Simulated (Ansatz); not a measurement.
# Ideal shear of a crystal plane in Ru

All numbers below come from DFT PBE, scalar-relativistic, plane waves, PAW (Ansatz). Settings: plane waves to 420 eV, k-mesh 21×14×7 (Γ-centred), Gaussian smearing 0.15 eV. No spin polarisation. Energies are free energies at this smearing, counted from the undisturbed cell; pressure is positive in compression.

The undisturbed cell (relaxed at this level):

```
Ru
1.0
     1.36001   -2.35561    0.00000
     0.00000    0.00000   -4.29677
     8.16008    4.71122    0.00000
Ru
8
Direct
  0.50000 0.75000 0.83333
  0.00000 0.75000 0.08333
  0.50000 0.75000 0.33333
  0.00000 0.75000 0.58333
  0.00000 0.25000 0.91667
  0.50000 0.25000 0.16667
  0.00000 0.25000 0.41667
  0.50000 0.25000 0.66667
```

The cut lies on the cell's a–b face, a (1 0 0) plane (indices in the standard cell, whose axes needn't be the Cartesian ones shown) of area 11.69 Å², between layers 1.57 Å apart. Vector c is tilted by f times 1·a + 0·b (length 2.720 Å) with the atoms' Cartesian places fixed: one unrelaxed fault a cell. The traction is dγ/du, the slope of γ against the slip u in Å. Some rows repeat others by symmetry and weren't run.

| f | γ (mJ/m²) | traction (GPa) |
| --- | --- | --- |
| 0.0000 | 0 | 0.0 |
| 0.1000 | 250 | 17.5 |
| 0.2000 | 855 | 24.6 |
| 0.3000 | 1455 | 17.6 |
| 0.4000 | 1770 | 6.0 |
| 0.5000 | 1837 | 0.0 |
| 0.6000 | 1770 | -6.0 |
| 0.8000 | 855 | -24.6 |

Question: Read off the first barrier and the stress needed to climb it, and compare with Frenkel's sinusoid.

Answer: The first sampled maximum lies at f = 0.500, a slip of 1.36 Å, with γ ≈ 1837 mJ/m², which stands in for the unstable fault energy γ_us, and the steepest sampled slope before it is 24.6 GPa. A sinusoid γ = γ_us sin²(πu/λ) with its maximum there has λ = 2.72 Å and a largest slope πγ_us/λ = 21.2 GPa (1 mJ/m² per Å = 0.01 GPa).

Question: Is there a metastable fault on this line?

Answer: Apart from points where γ returns to about zero, no local minimum shows among the samples, so at this sampling the line offers no fault for a dislocation to split on; a fault can still lie off the line.

The cut is rigid; relaxing the faces lowers these energies and usually the stresses.

In a metal these slopes depend on the k mesh and the smearing.

Cost: 6 runs of about 12 core-minutes in all, on Intel Xeon Platinum 8488C (Sapphire Rapids) (shared hosts).